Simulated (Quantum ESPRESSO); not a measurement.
# 2H-MoS2, 1 layer: a series in biaxial strain, part 7 of 8

Aim: how the results for 2H-MoS2, 1 layer change with biaxial strain.

Quantum ESPRESSO 7.5; plane-wave DFT, PBE, GBRV ultrasoft pseudopotentials.

So far. Step 9 (Relaxation with pw.x, -3 %): The relaxation lowers the energy by 7 meV an atom. Step 12 (Relaxing the ions, 3 %): The relaxation lowers the energy by 5 meV an atom.

### 14. Ground state, 3 %

Level of this step: plane-wave DFT, PBE, PseudoDojo fully relativistic norm-conserving pseudopotentials (Quantum ESPRESSO 7.5).

File m7.soc.in:

```
&control
  prefix = 'm7.soc'
  outdir = './out'
  pseudo_dir = './pseudo'
  calculation = 'scf'
  tprnfor = .true.
/
&system
  ibrav = 0
  nat = 3
  ntyp = 2
  ecutwfc = 72
  ecutrho = 288
  occupations = 'smearing'
  smearing = 'fd'
  degauss = 0.002
  noncolin = .true.
  lspinorb = .true.
  nbnd = 32
/
&electrons
  conv_thr = 1e-07
  mixing_beta = 0.4
  electron_maxstep = 120
  mixing_mode = 'plain'
/
ATOMIC_SPECIES
  S   32.0600  S.dojo-fr-pbe-0.4-standard.upf
  Mo  95.9500  Mo.dojo-fr-pbe-0.4-standard.upf
CELL_PARAMETERS angstrom
  3.27852428973000 0.00000000000000 0.00000000000000
  -1.63926214538000 2.83928532173000 0.00000000000000
  0.00000000000000 0.00000000000000 18.26259773800000
ATOMIC_POSITIONS crystal
  S   0.333333333300 0.666666666700 0.416101676100
  Mo  0.000000000000 0.000000000000 0.500000000000
  S   0.333333333300 0.666666666700 0.583898323900
K_POINTS automatic
  6 6 1 0 0 0
```

The run is started by

```
> OMP_NUM_THREADS=1 mpirun -n 4 pw.x -nk 2 -in m7.soc.in > m7.soc.out
```

Log:

```text
[banner, memory and clock lines left out]
Program PWSCF v.7.5 starts
[...]
Message from routine setup:
[...]
number of electrons       =        26.00
     number of Kohn-Sham states=           32
     kinetic-energy cutoff     =      72.0000  Ry
     charge density cutoff     =     288.0000  Ry
[...]
number of k points=     7  Fermi-Dirac smearing, width (Ry)=  0.0020
[...]
Dense  grid:    94759 G-vectors     FFT dimensions: (  36,  36, 192)
[...]
negative rho (up, down):  4.201E-05 0.000E+00
     Starting wfcs are   36 randomized atomic wfcs
[...]
negative rho (up, down):  1.031E-06 0.000E+00
[...]
estimated scf accuracy    <       0.54756576 Ry
[...]
negative rho (up, down):  5.297E-07 0.000E+00
[...]
estimated scf accuracy    <       1.07193905 Ry
[...]
estimated scf accuracy    <       0.01580553 Ry
[...]
negative rho (up, down):  2.045E-08 0.000E+00
[...]
estimated scf accuracy    <       0.01167488 Ry
[...]
negative rho (up, down):  7.809E-08 0.000E+00
[...]
estimated scf accuracy    <       0.00097087 Ry
[...]
estimated scf accuracy    <       0.00133544 Ry
[...]
estimated scf accuracy    <       0.00003723 Ry
[...]
estimated scf accuracy    <       0.00003415 Ry
[...]
estimated scf accuracy    <       0.00000058 Ry
[...]
estimated scf accuracy    <       0.00000097 Ry
[...]
the Fermi energy is    -0.0772 ev
!    total energy              =    -184.88261540 Ry
     estimated scf accuracy    <       0.00000002 Ry
     smearing contrib. (-TS)   =      -0.00000000 Ry
     internal energy E=F+TS    =    -184.88261540 Ry
[...]
one-electron contribution =    -931.45283444 Ry
     hartree contribution      =     466.16421006 Ry
     xc contribution           =     -33.25429132 Ry
     ewald contribution        =     313.66030031 Ry
     convergence has been achieved in  11 iterations
[...]
Total force =     0.002247     Total SCF correction =     0.000405
[...]
```

Elapsed: 39 s, on 4 MPI ranks of Arm Neoverse V1, shared host; peak memory 0.7 GiB.

Read from the output:

| Property | Result |
| --- | --- |
| free energy | -2515.4561 eV |
| Fermi energy | -0.0772 eV |
| valence top, on the run's zero | -0.5677 eV |
| conduction bottom, on the run's zero | 0.4302 eV |
| gap by band count | 0.9979 eV |

### 15. Relaxing the ions, 4 %

Level of this step: plane-wave DFT, PBE, GBRV ultrasoft pseudopotentials (Quantum ESPRESSO 7.5).

File m8.relax.in:

```
&control
  prefix = 'm8.relax'
  outdir = './out'
  pseudo_dir = './pseudo'
  nstep = 40
  forc_conv_thr = 0.0003
  calculation = 'relax'
  tstress = .true.
/
&system
  ibrav = 0
  nat = 3
  ntyp = 2
  ecutwfc = 50
  ecutrho = 250
  occupations = 'smearing'
  smearing = 'fd'
  degauss = 0.002
/
&electrons
  conv_thr = 1e-09
  mixing_beta = 0.4
  electron_maxstep = 120
  mixing_mode = 'plain'
/
&ions
/
ATOMIC_SPECIES
  S   32.0600  s_pbe_v1.4.uspp.F.UPF
  Mo  95.9500  mo_pbe_v1.uspp.F.UPF
CELL_PARAMETERS angstrom
  3.31035462264000 0.00000000000000 0.00000000000000
  -1.65517731184000 2.86685119864000 0.00000000000000
  0.00000000000000 0.00000000000000 18.26259773800000
ATOMIC_POSITIONS crystal
  S   0.333333333300 0.666666666700 0.414453300900
  Mo  0.000000000000 0.000000000000 0.500000000000
  S   0.333333333300 0.666666666700 0.585546699100
K_POINTS automatic
  12 12 1 0 0 0
```

The run is started by

```
> OMP_NUM_THREADS=1 mpirun -n 4 pw.x -nk 4 -in m8.relax.in > m8.relax.out
```

Log:

```text
[banner, memory and clock lines left out]
Program PWSCF v.7.5 starts
[...]
Message from routine setup:
[...]
number of electrons       =        26.00
     number of Kohn-Sham states=           17
     kinetic-energy cutoff     =      50.0000  Ry
     charge density cutoff     =     250.0000  Ry
[...]
number of k points=    19  Fermi-Dirac smearing, width (Ry)=  0.0020
[...]
Dense  grid:    78197 G-vectors     FFT dimensions: (  32,  32, 180)
[...]
negative rho (up, down):  2.401E-03 0.000E+00
     Starting wfcs are   21 randomized atomic wfcs
[...]
negative rho (up, down):  2.445E-03 0.000E+00
[...]
estimated scf accuracy    <       0.08020287 Ry
[...]
negative rho (up, down):  2.474E-03 0.000E+00
[...]
estimated scf accuracy    <       0.00920861 Ry
[...]
negative rho (up, down):  2.477E-03 0.000E+00
[...]
estimated scf accuracy    <       0.00211970 Ry
[...]
negative rho (up, down):  2.466E-03 0.000E+00
[...]
estimated scf accuracy    <       0.00243876 Ry
[...]
negative rho (up, down):  2.464E-03 0.000E+00
[...]
estimated scf accuracy    <       0.00005476 Ry
[...]
negative rho (up, down):  2.460E-03 0.000E+00
[...]
estimated scf accuracy    <       0.00000347 Ry
[...]
negative rho (up, down):  2.457E-03 0.000E+00
[...]
estimated scf accuracy    <       0.00000094 Ry
[...]
negative rho (up, down):  2.457E-03 0.000E+00
[...]
estimated scf accuracy    <       0.00000090 Ry
[...]
negative rho (up, down):  2.457E-03 0.000E+00
[...]
estimated scf accuracy    <          6.6E-09 Ry
[...]
negative rho (up, down):  2.458E-03 0.000E+00
[...]
estimated scf accuracy    <       0.00000002 Ry
[...]
negative rho (up, down):  2.458E-03 0.000E+00
[...]
estimated scf accuracy    <       0.00000001 Ry
[...]
negative rho (up, down):  2.458E-03 0.000E+00
[...]
the Fermi energy is    -0.2074 ev
!    total energy              =    -187.72100986 Ry
     estimated scf accuracy    <          5.3E-10 Ry
     smearing contrib. (-TS)   =      -0.00000000 Ry
     internal energy E=F+TS    =    -187.72100986 Ry
[...]
one-electron contribution =    -908.15397252 Ry
     hartree contribution      =     454.45155084 Ry
     xc contribution           =     -36.09605898 Ry
     ewald contribution        =     302.07747079 Ry
     convergence has been achieved in  12 iterations
     negative rho (up, down):  2.458E-03 0.000E+00
[...]
Total force =     0.036796     Total SCF correction =     0.000072
[...]
negative rho (up, down):  2.458E-03 0.000E+00
[...]
negative rho (up, down):  2.472E-03 0.000E+00
[...]
negative rho (up, down):  2.470E-03 0.000E+00
[...]
estimated scf accuracy    <       0.00006058 Ry
[...]
negative rho (up, down):  2.468E-03 0.000E+00
[...]
estimated scf accuracy    <       0.00010070 Ry
[...]
negative rho (up, down):  2.466E-03 0.000E+00
[...]
estimated scf accuracy    <       0.00000417 Ry
[...]
negative rho (up, down):  2.466E-03 0.000E+00
[...]
estimated scf accuracy    <       0.00000076 Ry
[...]
negative rho (up, down):  2.465E-03 0.000E+00
[...]
estimated scf accuracy    <       0.00000004 Ry
[...]
negative rho (up, down):  2.465E-03 0.000E+00
[...]
estimated scf accuracy    <       0.00000002 Ry
[...]
negative rho (up, down):  2.465E-03 0.000E+00
[...]
estimated scf accuracy    <          3.9E-09 Ry
[...]
negative rho (up, down):  2.465E-03 0.000E+00
[...]
the Fermi energy is    -0.2054 ev
!    total energy              =    -187.72213607 Ry
     estimated scf accuracy    <          8.2E-10 Ry
     smearing contrib. (-TS)   =      -0.00000000 Ry
     internal energy E=F+TS    =    -187.72213607 Ry
[...]
one-electron contribution =    -911.43239594 Ry
     hartree contribution      =     456.08135028 Ry
     xc contribution           =     -36.11542778 Ry
     ewald contribution        =     303.74433736 Ry
     convergence has been achieved in   8 iterations
     negative rho (up, down):  2.465E-03 0.000E+00
[...]
Total force =     0.024332     Total SCF correction =     0.000094
[...]
negative rho (up, down):  2.465E-03 0.000E+00
[...]
negative rho (up, down):  2.481E-03 0.000E+00
[...]
negative rho (up, down):  2.479E-03 0.000E+00
[...]
estimated scf accuracy    <       0.00006912 Ry
[...]
negative rho (up, down):  2.477E-03 0.000E+00
[...]
estimated scf accuracy    <       0.00010259 Ry
[...]
negative rho (up, down):  2.474E-03 0.000E+00
[...]
estimated scf accuracy    <       0.00000515 Ry
[...]
negative rho (up, down):  2.474E-03 0.000E+00
[...]
estimated scf accuracy    <       0.00000078 Ry
[...]
negative rho (up, down):  2.474E-03 0.000E+00
[...]
estimated scf accuracy    <       0.00000006 Ry
[...]
negative rho (up, down):  2.474E-03 0.000E+00
[...]
estimated scf accuracy    <       0.00000001 Ry
[...]
negative rho (up, down):  2.474E-03 0.000E+00
[...]
estimated scf accuracy    <          3.8E-09 Ry
[...]
negative rho (up, down):  2.474E-03 0.000E+00
[...]
estimated scf accuracy    <          8.1E-10 Ry
[...]
negative rho (up, down):  2.474E-03 0.000E+00
[...]
estimated scf accuracy    <          1.6E-10 Ry
[...]
negative rho (up, down):  2.474E-03 0.000E+00
[...]
the Fermi energy is    -0.2112 ev
!    total energy              =    -187.72283283 Ry
     estimated scf accuracy    <          1.2E-11 Ry
     smearing contrib. (-TS)   =      -0.00000000 Ry
     internal energy E=F+TS    =    -187.72283283 Ry
[...]
one-electron contribution =    -915.03661646 Ry
     hartree contribution      =     457.87185322 Ry
     xc contribution           =     -36.13702999 Ry
     ewald contribution        =     305.57896040 Ry
     convergence has been achieved in  10 iterations
     negative rho (up, down):  2.474E-03 0.000E+00
[...]
Total force =     0.010006     Total SCF correction =     0.000009
[...]
negative rho (up, down):  2.474E-03 0.000E+00
[...]
negative rho (up, down):  2.485E-03 0.000E+00
[...]
negative rho (up, down):  2.483E-03 0.000E+00
[...]
estimated scf accuracy    <       0.00003415 Ry
[...]
negative rho (up, down):  2.482E-03 0.000E+00
[...]
estimated scf accuracy    <       0.00004905 Ry
[...]
negative rho (up, down):  2.480E-03 0.000E+00
[...]
estimated scf accuracy    <       0.00000254 Ry
[...]
negative rho (up, down):  2.480E-03 0.000E+00
[...]
estimated scf accuracy    <       0.00000033 Ry
[...]
negative rho (up, down):  2.480E-03 0.000E+00
[...]
estimated scf accuracy    <       0.00000002 Ry
[...]
negative rho (up, down):  2.480E-03 0.000E+00
[...]
estimated scf accuracy    <          1.3E-09 Ry
[...]
negative rho (up, down):  2.480E-03 0.000E+00
[...]
estimated scf accuracy    <          1.5E-09 Ry
[...]
negative rho (up, down):  2.480E-03 0.000E+00
[...]
estimated scf accuracy    <          1.4E-10 Ry
[...]
negative rho (up, down):  2.480E-03 0.000E+00
[...]
the Fermi energy is    -0.2151 ev
!    total energy              =    -187.72297019 Ry
     estimated scf accuracy    <          1.5E-11 Ry
     smearing contrib. (-TS)   =      -0.00000000 Ry
     internal energy E=F+TS    =    -187.72297019 Ry
[...]
one-electron contribution =    -917.55419444 Ry
     hartree contribution      =     459.12245171 Ry
     xc contribution           =     -36.15232554 Ry
     ewald contribution        =     306.86109809 Ry
     convergence has been achieved in   9 iterations
     negative rho (up, down):  2.480E-03 0.000E+00
[...]
Total force =     0.000341     Total SCF correction =     0.000013
[...]
negative rho (up, down):  2.480E-03 0.000E+00
[...]
negative rho (up, down):  2.479E-03 0.000E+00
[...]
negative rho (up, down):  2.479E-03 0.000E+00
[...]
estimated scf accuracy    <       0.00000003 Ry
[...]
negative rho (up, down):  2.479E-03 0.000E+00
[...]
estimated scf accuracy    <       0.00000004 Ry
[...]
negative rho (up, down):  2.479E-03 0.000E+00
[...]
estimated scf accuracy    <          3.0E-09 Ry
[...]
negative rho (up, down):  2.480E-03 0.000E+00
[...]
estimated scf accuracy    <          2.7E-10 Ry
[...]
negative rho (up, down):  2.480E-03 0.000E+00
[...]
estimated scf accuracy    <          4.5E-11 Ry
[...]
negative rho (up, down):  2.480E-03 0.000E+00
[...]
the Fermi energy is    -0.2147 ev
!    total energy              =    -187.72297034 Ry
     estimated scf accuracy    <          1.9E-12 Ry
     smearing contrib. (-TS)   =      -0.00000000 Ry
     internal energy E=F+TS    =    -187.72297034 Ry
[...]
one-electron contribution =    -917.47135232 Ry
     hartree contribution      =     459.08133320 Ry
     xc contribution           =     -36.15182010 Ry
     ewald contribution        =     306.81886888 Ry
     convergence has been achieved in   6 iterations
     negative rho (up, down):  2.480E-03 0.000E+00
[...]
Total force =     0.000005     Total SCF correction =     0.000000
[...]
negative rho (up, down):  2.480E-03 0.000E+00
[...]
```

Elapsed: 76 s, on 4 MPI ranks; peak memory 0.61 GiB; 5 min of CPU time.

Step by step:

```csv
step,energy less that of the first step (eV),largest force (eV/Å)
1,0.0000,0.6690
2,-0.0153,0.4424
3,-0.0248,0.1819
4,-0.0267,0.0062
5,-0.0267,0.0001
```

The atoms that moved most (Å):

```csv
atom,dx,dy,dz,length
S1,0.000,0.000,0.039,0.039
S3,0.000,0.000,-0.039,0.039
```

The relaxed structure:

```xyz
3
Lattice="3.3104 0.0000 0.0000 -1.6552 2.8669 0.0000 0.0000 0.0000 18.2626" Properties=species:S:1:pos:R:3
S     0.0000    1.9112    7.6081
Mo    0.0000    0.0000    9.1313
S     0.0000    1.9112   10.6545
```

The relaxation lowers the energy by 9 meV an atom.

Read from the output:

- free energy: -2554.1011 eV
- Fermi energy: -0.2147 eV

(Continued in part 8 of 8.)

[Logs are printed without paths, hosts, clocks, repeated set-up lines and the standing remarks that a program may print on its own settings, such as how far it seeks lower states.]

[Hosts, paths, dates, database ids (printed as entryN), source tags and the programs' standing remarks are cut or masked in the printed files.]

[Maps of the electrostatic potential energy from Ansatz leave out the sawtooth potential of an applied field or a dipole correction, so their vacuum need not be flat; planar profiles and work functions include it.]
